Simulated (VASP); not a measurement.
Set up this calculation in VASP 6.6.1, as the native input.

| Item | Value |
| --- | --- |
| Task | single point |
| Functional | PBE |
| Potentials or basis | VASP PAW PBE potentials, release 64 (Bi_d) |
| Cutoff | 520 eV |
| k mesh | 6 × 6 × 4 |
| Occupations | gaussian, width 0.05 eV |
| Spin | no spin polarisation |
| Dipole correction | no |
| Further INCAR settings | ALGO = Normal; EDIFF = 1e-07; NBANDS = 22 |

The structure of Bi lies in POSCAR:

```
Bi
1.0
    3.5091908485      0.0000000000      0.0000000000
   -1.7545954243      3.0390484215      0.0000000000
    0.0000000000      0.0000000000      5.8830915108
Bi
2
Direct
    0.3333333333      0.6666666667      0.7500000000
    0.6666666667      0.3333333333      0.2500000000
```

The cell was built by a generator and needn't be a form met in nature.

The input as run:

INCAR

```
SYSTEM = Bi
PREC     = Accurate       ! precision mode
ENCUT    = 520            ! plane-wave cutoff, eV
EDIFF    = 1E-7           ! SCF threshold, eV
ISMEAR   = 0              ! smearing method
SIGMA    = 0.05           ! smearing width, eV
LREAL    = .False.        ! projectors in reciprocal space
LASPH    = .True.         ! aspherical terms in the spheres
NELM     = 100            ! most SCF steps
ALGO     = Normal         ! electronic algorithm
ISIF     = 2              ! what is computed and relaxed
LWAVE    = .False.        ! write WAVECAR
LCHARG   = .False.        ! write CHGCAR
GGA      = PE             ! functional
NBANDS   = 22             ! bands
```

KPOINTS

```
regular mesh
0
Gamma
  6 6 4
  0 0 0
```

Potentials or basis: VASP PAW PBE potentials, release 64 (Bi_d).

Run with:

```console
$ cat potpaw_PBE.64/Bi_d/POTCAR > POTCAR
$ mpirun -np 1 vasp_std > vasp.out
```

Results of the run:

The pressure is -0.2 GPa. The band gap on the k mesh is none (metal or under the smearing width).

Caveat: spin-orbit coupling is left out, which moves the levels of the heavy elements.

It took 11 s on 1 thread of Intel(R) Xeon(R) Platinum 8559C (Emerald Rapids) (shared host), peak memory 0.18 GiB.
